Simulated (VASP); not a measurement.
# CuCl2 (P4/mmm) in VASP: notebook

The runs below take CuCl2 through equation of state, with PBEsol.

Program: VASP 6.6.1. These are calculated values, not measurements. Logs are shortened: lines on timing, memory, paths and dates and some standing lists are left out, and cuts for length are marked.

## (1) Starting point

It takes space group P4/mmm (No. 123, tetragonal). The conventional cell has a = 4.453 Å, b = 4.453 Å, c = 4.324 Å, α = 90.00°, β = 90.00°, γ = 90.00°. Around Cu (site symmetry 4/mmm) lie 4 Cl at 2.23 Å. Cl (site symmetry mmm) has 2 Cu at 2.23 Å as nearest neighbours.

Measurements of this composition are mostly on another form, of space group No. 12.

## (2) Equation of state, PBEsol, 27.44 Å³/atom (a relaxed cell with its volume scaled by 0.96)

Input file INCAR:

```
SYSTEM = CuCl2
PREC = Accurate
ENCUT = 520
EDIFF = 1E-6
ISMEAR = -1
SIGMA = 0.05
LREAL = .FALSE.
LASPH = .TRUE.
NELM = 100
ALGO = Normal
ISIF = 2
LWAVE = .FALSE.
LCHARG = .FALSE.
GGA = PS
```

Input file KPOINTS:

```
Automatic mesh
0
G
  6 6 6
  0 0 0
```

Input file POSCAR:

```
CuCl2                                   
1.0
    4.3928808130      0.0000000000      0.0000000000
    0.0000000000      4.3928808130      0.0000000000
    0.0000000000     -0.0000000000      4.2658591869
  Cu              Cl            
     1     2
Direct
     0.0000000000000000    0.0000000000000000    0.0000000000000000
     0.0000000000000000    0.5000000000000000    0.0000000000000000
     0.5000000000000000    0.0000000000000000    0.0000000000000000
```

Potentials or basis: VASP PAW PBE potentials, release 64 (Cu, Cl).

Started as:

```sh
> cat potpaw_PBE.64/Cu/POTCAR potpaw_PBE.64/Cl/POTCAR > POTCAR
> mpirun -np 1 vasp_std > vasp.out
```

OUTCAR:

```text
SYSTEM = CuCl2
   PREC = Accurate
   ENCUT = 520
   EDIFF = 1E-6
   ISMEAR = -1
   LREAL = .FALSE.
   LASPH = .TRUE.
   NELM = 100
   ISIF = 2
   GGA = PS

 ion  position               nearest neighbor table
   1  0.000  0.000  0.000-   2 2.20   3 2.20   2 2.20   3 2.20
   2  0.000  0.500  0.000-   1 2.20   1 2.20
   3  0.500  0.000  0.000-   1 2.20   1 2.20

  LATTYP: Found a simple tetragonal cell.
 ALAT       =     4.3928808130
 C/A-ratio  =     0.9710846637

  Lattice vectors:

 A1 = (   4.3928808130,   0.0000000000,   0.0000000000)
 A2 = (   0.0000000000,   4.3928808130,   0.0000000000)
 A3 = (   0.0000000000,   0.0000000000,   4.2658591869)

Analysis of symmetry for initial positions (statically):
=====================================================================
 Subroutine PRICEL returns:
 Original cell was already a primitive cell.

 Routine SETGRP: Setting up the symmetry group for a
 simple tetragonal supercell.

 Subroutine GETGRP returns: Found 16 space group operations
 (whereof 16 operations were pure point group operations)
 out of a pool of 16 trial point group operations.

The static configuration has the point symmetry D_4h.

Analysis of symmetry for dynamics (positions and initial velocities):
=====================================================================
 Subroutine PRICEL returns:
 Original cell was already a primitive cell.

 Routine SETGRP: Setting up the symmetry group for a
 simple tetragonal supercell.

 Subroutine GETGRP returns: Found 16 space group operations
 (whereof 16 operations were pure point group operations)
 out of a pool of 16 trial point group operations.

The dynamic configuration has the point symmetry D_4h.

 Subroutine INISYM returns: Found 16 space group operations
 (whereof 16 operations are pure point group operations),
 and found     1 'primitive' translations

----------------------------------------------------------------------------------------

                                     Primitive cell

  volume of cell :      82.3200

  direct lattice vectors                    reciprocal lattice vectors
     4.392880813  0.000000000  0.000000000     0.227641050  0.000000000  0.000000000
     0.000000000  4.392880813  0.000000000     0.000000000  0.227641050  0.000000000
     0.000000000  0.000000000  4.265859187     0.000000000  0.000000000  0.234419365
[... 78 lines left out ...]
   ISTART =      0    job   : 0-new  1-cont  2-samecut
   ICHARG =      2    charge: 1-file 2-atom 10-const
   ISPIN  =      1    spin polarized calculation?
   LNONCOLLINEAR =      F non collinear calculations
   LSORBIT =      F    spin-orbit coupling
   LASPH  =      T    aspherical Exc in radial PAW
   ENCUT  =  520.0 eV  38.22 Ry    6.18 a.u.   8.17  8.17  7.93*2*pi/ulx,y,z
   NELM   =    100;   NELMIN=  2; NELMDL= -5     # of ELM steps
   EDIFF  = 0.1E-05   stopping-criterion for ELM
[... 8 lines left out ...]
   TEBEG  =    0.0;   TEEND  =   0.0 temperature during run
   PSTRESS=    0.0 pullay stress
   NELECT =      25.0000    total number of electrons
   NUPDOWN=      -1.0000    fix difference up-down
   EMIN   =  10.00;   EMAX   =-10.00  energy-range for DOS
   EFERMI =   0.00;   METHOD = LEGACY
   ISMEAR =    -1;   SIGMA  =   0.05  broadening in eV -4-tet -1-fermi 0-gaus
   EFERMI_NEDOS =   21; number of points for ismear=-14 and -15
   IALGO  =     38    algorithm
   IMIX   =      4    mixing-type and parameters
     AMIX     =   0.40;   BMIX     =  1.00
     AMIX_MAG =   1.60;   BMIX_MAG =  1.00
  volume/ion in A,a.u.               =      27.44       185.17
  Fermi-wavevector in a.u.,A,eV,Ry     =   1.100406  2.079466 16.475212  1.210894
  Thomas-Fermi vector in A             =   2.236817
   LORBIT       =      0    0 simple, 1 ext, 2 COOP (PROOUT), +10 PAW based schemes
   GGA     = PS    functional components
   LHFCALC =     F    Hartree Fock is set to
   AEXX    =    0.0000 exact exchange contribution
   IVDW    =     0    specifies the selected vdW correction
   LEPSILON=     F    determine dielectric tensor
   LRPA    =     F    only Hartree local field effects (RPA)
 non-spin polarized calculation
  energy-cutoff  :      520.00
  volume of cell :       82.32
 maximum number of plane-waves:      2248
 NGX is ok and might be reduce to    36
   NGX = 17   NGY = 17   NGZ = 15

 number of electron      25.0000007 magnetization

 Free energy of the ion-electron system (eV)
  ---------------------------------------------------
  ext. energy  EPLUGINS =         0.00000000
  ---------------------------------------------------
  free energy    TOTEN  =        -9.06675947 eV

  energy without entropy =       -9.04038981  energy(sigma->0) =       -9.05357464

 E-fermi :  -0.2893     XC(G=0):  -7.7620

 val. band max:       -0.3193094399   @ k =   0.5000   0.1667   0.1667
 cond. band min:      -0.2788749200   @ k =   0.5000   0.1667   0.3333
 fundamental gap:      0.0404345199
 Fermi energy:        -0.2892545733

 k-point     1 :       0.0000    0.0000    0.0000
  band No.  band energies     occupation
      1     -15.4056      2.00000
      2     -14.0313      2.00000
      3      -4.6219      2.00000
      4      -4.6219      2.00000
      5      -2.7583      2.00000
      6      -2.6886      2.00000
[... 433 lines left out ...]
      3      -5.8823      2.00000
      4      -4.0623      2.00000
      5      -3.5729      2.00000
      6      -3.3796      2.00000
[... 8 lines left out ...]
     15       7.5327      0.00000
     16       8.0395      0.00000

 [... further k-points ...]

------------------------ aborting loop because EDIFF is reached ----------------------------------------

  FORCE on cell =-STRESS in cart. coord.  units (eV):
  Direction    XX          YY          ZZ          XY          YZ          ZX
  --------------------------------------------------------------------------------------
  -------------------------------------------------------------------------------------
  Total        1.3919994      1.3919994      0.0281379      0.0000000     -0.0000000      0.0000000
  in kB       27.0922002     27.0922002      0.5476418      0.0000000     -0.0000000      0.0000000
  external PRESSURE =      18.2440141 kB  Pullay stress =       0.0000000 kB

 VOLUME and BASIS-vectors are now :
 -----------------------------------------------------------------------------
  energy-cutoff  :      520.00
  volume of cell :       82.32
      direct lattice vectors                 reciprocal lattice vectors
     4.392880813  0.000000000  0.000000000     0.227641050  0.000000000  0.000000000
     0.000000000  4.392880813  0.000000000     0.000000000  0.227641050  0.000000000
     0.000000000  0.000000000  4.265859187     0.000000000  0.000000000  0.234419365

 POSITION                                       TOTAL-FORCE (eV/Angst)
 -----------------------------------------------------------------------------------
      0.00000      0.00000      0.00000         0.000000      0.000000      0.000000
      0.00000      2.19644      0.00000         0.000000      0.000000      0.000000
      2.19644      0.00000      0.00000         0.000000      0.000000      0.000000
 -----------------------------------------------------------------------------------
    total drift:                               -0.000000     -0.000000     -0.000000

  FREE ENERGIE OF THE ION-ELECTRON SYSTEM (eV)
  ---------------------------------------------------
  free  energy   TOTEN  =        -9.0667594719 eV

  energy  without entropy=       -9.0403898063  energy(sigma->0) =       -9.05357464
```

OSZICAR:

```text
N       E                     dE             d eps       ncg     rms          rms(c)
DAV:   1     0.198794851460E+03    0.19879E+03   -0.11066E+04  1280   0.154E+03
DAV:   2     0.141271531182E+02   -0.18467E+03   -0.17893E+03  1504   0.315E+02
DAV:   3    -0.103464839384E+02   -0.24474E+02   -0.24095E+02  1704   0.118E+02
DAV:   4    -0.113661776747E+02   -0.10197E+01   -0.10180E+01  1728   0.284E+01
DAV:   5    -0.114069731066E+02   -0.40795E-01   -0.40794E-01  1912   0.494E+00    0.121E+01
DAV:   6    -0.109687883416E+02    0.43818E+00   -0.35444E+01  1552   0.148E+02    0.106E+01
DAV:   7    -0.903552125459E+01    0.19333E+01   -0.77844E+00  1536   0.101E+02    0.313E+00
DAV:   8    -0.906700647511E+01   -0.31485E-01   -0.91638E-01  1480   0.702E+00    0.130E+00
DAV:   9    -0.906658286638E+01    0.42361E-03   -0.50098E-02  1976   0.291E+00    0.526E-01
DAV:  10    -0.906709118223E+01   -0.50832E-03   -0.83648E-03  1784   0.221E+00    0.267E-01
DAV:  11    -0.906666938189E+01    0.42180E-03   -0.47265E-03  1552   0.252E+00    0.118E-01
DAV:  12    -0.906741976442E+01   -0.75038E-03   -0.35126E-03  1544   0.218E+00    0.218E-01
DAV:  13    -0.906676624776E+01    0.65352E-03   -0.20710E-03  1640   0.164E+00    0.262E-02
DAV:  14    -0.906676268562E+01    0.35621E-05   -0.16451E-04  2008   0.142E-01    0.257E-02
DAV:  15    -0.906675963130E+01    0.30543E-05   -0.69570E-06  1904   0.729E-02    0.195E-02
DAV:  16    -0.906675967671E+01   -0.45407E-07   -0.11569E-05  1568   0.347E-02    0.758E-03
DAV:  17    -0.906675947191E+01    0.20480E-06   -0.38638E-07  1088   0.106E-02
   1 F= -.90667595E+01 E0= -.90535746E+01  d E =-.263697E-01
```

Wall time 30 s (1 thread of Intel Xeon 6975P-C (Granite Rapids), shared host); peak memory 0.21 GiB.

Results:

```yaml
Free_energy: -9.0668 eV
Pressure: 1.8 GPa
Band_gap_on_the_k_mesh: none (metal or under the smearing width)
```

Caveat: the PAW data sets were made with another functional, which shifts forces and pressure a little; this functional lacks dispersion, which binds the layers, so the pressure and a relaxed spacing across them are unreliable; an odd number of electrons without spin polarisation forces a metal; a magnetic or distorted state may lie lower; the run has no spin polarisation, though such a crystal can be magnetic; semilocal functionals often make such compounds metallic where correlation or magnetic order opens a gap, which also shifts bond lengths.

## (3) Equation of state, PBEsol, 28.01 Å³/atom (a relaxed cell with its volume scaled by 0.98)

INCAR is that of step 2.

KPOINTS is that of step 2.

Input file POSCAR:

```
CuCl2                                   
1.0
    4.4231775001      0.0000000000      0.0000000000
    0.0000000000      4.4231775001      0.0000000000
    0.0000000000     -0.0000000000      4.2952798351
  Cu              Cl            
     1     2
Direct
     0.0000000000000000    0.0000000000000000    0.0000000000000000
     0.0000000000000000    0.5000000000000000    0.0000000000000000
     0.5000000000000000    0.0000000000000000    0.0000000000000000
```

Potentials or basis: VASP PAW PBE potentials, release 64 (Cu, Cl).

Started as:

```sh
> cat potpaw_PBE.64/Cu/POTCAR potpaw_PBE.64/Cl/POTCAR > POTCAR
> mpirun -np 1 vasp_std > vasp.out
```

Run time: 32 s. Hardware: 1 thread of Intel Xeon 6975P-C (Granite Rapids), shared host; peak memory 0.22 GiB.

The run converged. Its results:

- Free energy: -9.0813 eV
- Pressure: 0.9 GPa
- Band gap on the k mesh: none (metal or under the smearing width)

Caveat: the PAW data sets were made with another functional, which shifts forces and pressure a little; this functional lacks dispersion, which binds the layers, so the pressure and a relaxed spacing across them are unreliable; an odd number of electrons without spin polarisation forces a metal; a magnetic or distorted state may lie lower; the run has no spin polarisation, though such a crystal can be magnetic; semilocal functionals often make such compounds metallic where correlation or magnetic order opens a gap, which also shifts bond lengths.

## (4) Equation of state, PBEsol, 28.58 Å³/atom

INCAR is that of step 3.

KPOINTS is that of step 3.

Input file POSCAR:

```
CuCl2                                   
1.0
    4.4530647412      0.0000000000      0.0000000000
    0.0000000000      4.4530647412      0.0000000000
    0.0000000000     -0.0000000000      4.3243028765
  Cu              Cl            
     1     2
Direct
     0.0000000000000000    0.0000000000000000    0.0000000000000000
     0.0000000000000000    0.5000000000000000    0.0000000000000000
     0.5000000000000000    0.0000000000000000    0.0000000000000000
```

Started as:

```sh
> cat potpaw_PBE.64/Cu/POTCAR potpaw_PBE.64/Cl/POTCAR > POTCAR
> mpirun -np 1 vasp_std > vasp.out
```

Run time: 26 s. Hardware: 1 thread of Intel Xeon 6975P-C (Granite Rapids), shared host; peak memory 0.22 GiB.

The run converged. Its results:

```yaml
Free_energy: -9.0864 eV
Pressure: 0.2 GPa
Band_gap_on_the_k_mesh: none (metal or under the smearing width)
```

Caveat: the PAW data sets were made with another functional, which shifts forces and pressure a little; this functional lacks dispersion, which binds the layers, so the pressure and a relaxed spacing across them are unreliable; an odd number of electrons without spin polarisation forces a metal; a magnetic or distorted state may lie lower; the run has no spin polarisation, though such a crystal can be magnetic; semilocal functionals often make such compounds metallic where correlation or magnetic order opens a gap, which also shifts bond lengths.

## (5) Equation of state, PBEsol, 29.15 Å³/atom (a relaxed cell with its volume scaled by 1.02)

INCAR is that of step 4.

KPOINTS is that of step 4.

Input file POSCAR:

```
CuCl2                                   
1.0
    4.4825560956      0.0000000000      0.0000000000
    0.0000000000      4.4825560956      0.0000000000
    0.0000000000     -0.0000000000      4.3529414785
  Cu              Cl            
     1     2
Direct
     0.0000000000000000    0.0000000000000000    0.0000000000000000
     0.0000000000000000    0.5000000000000000    0.0000000000000000
     0.5000000000000000    0.0000000000000000    0.0000000000000000
```

Started as:

```sh
> cat potpaw_PBE.64/Cu/POTCAR potpaw_PBE.64/Cl/POTCAR > POTCAR
> mpirun -np 1 vasp_std > vasp.out
```

Run time: 28 s. Hardware: 1 thread of Intel Xeon 6975P-C (Granite Rapids), shared host; peak memory 0.22 GiB.

It converged, with:

* Free energy: -9.0832 eV
* Pressure: -0.6 GPa
* Band gap on the k mesh: none (metal or under the smearing width)

Caveat: the PAW data sets were made with another functional, which shifts forces and pressure a little; this functional lacks dispersion, which binds the layers, so the pressure and a relaxed spacing across them are unreliable; an odd number of electrons without spin polarisation forces a metal; a magnetic or distorted state may lie lower; the run has no spin polarisation, though such a crystal can be magnetic; semilocal functionals often make such compounds metallic where correlation or magnetic order opens a gap, which also shifts bond lengths.

## (6) Equation of state, PBEsol, 29.73 Å³/atom (a relaxed cell with its volume scaled by 1.04)

INCAR is that of step 5.

KPOINTS is that of step 5.

Input file POSCAR:

```
CuCl2                                   
1.0
    4.5116644184      0.0000000000      0.0000000000
    0.0000000000      4.5116644184      0.0000000000
    0.0000000000     -0.0000000000      4.3812081243
  Cu              Cl            
     1     2
Direct
     0.0000000000000000    0.0000000000000000    0.0000000000000000
     0.0000000000000000    0.5000000000000000    0.0000000000000000
     0.5000000000000000    0.0000000000000000    0.0000000000000000
```

Potentials or basis: VASP PAW PBE potentials, release 64 (Cu, Cl).

Started as:

```sh
> cat potpaw_PBE.64/Cu/POTCAR potpaw_PBE.64/Cl/POTCAR > POTCAR
> mpirun -np 1 vasp_std > vasp.out
```

Wall time 41 s (1 thread of Intel Xeon 6975P-C (Granite Rapids), shared host); peak memory 0.22 GiB.

It converged, with:

| Quantity | Value |
| --- | --- |
| Free energy | -9.0725 eV |
| Pressure | -1.4 GPa |
| Band gap on the k mesh | none (metal or under the smearing width) |

Caveat: the PAW data sets were made with another functional, which shifts forces and pressure a little; this functional lacks dispersion, which binds the layers, so the pressure and a relaxed spacing across them are unreliable; an odd number of electrons without spin polarisation forces a metal; a magnetic or distorted state may lie lower; the run has no spin polarisation, though such a crystal can be magnetic; semilocal functionals often make such compounds metallic where correlation or magnetic order opens a gap, which also shifts bond lengths.

## (7) Equation of state, PBEsol

Potentials or basis: VASP PAW PBE potentials, release 64 (Cu, Cl).

This step only gathers the single runs of the series.

What came out:

```yaml
Equilibrium_volume: 28.64 Å³/atom
Bulk_modulus_at_fixed_shape_and_positions: 39 GPa
Pressure_derivative_of_the_bulk_modulus: "4.9 (rough: it moves with the points fitted)"
```

Energy against volume, from the lowest point:
```tsv
volume (Å³/atom)	energy (meV/atom)
27.440	6.56
28.012	1.72
28.583	0.00
29.155	1.08
29.727	4.63
```

Caveat: the cell was scaled at fixed shape and fractional positions, which overstates the stiffness of a crystal with free parameters, most of all of layers and chains; the PAW data sets were made with another functional, which shifts forces and pressure a little; this functional lacks dispersion, which binds the layers, so the pressure and a relaxed spacing across them are unreliable; the run has no spin polarisation, though such a crystal can be magnetic.
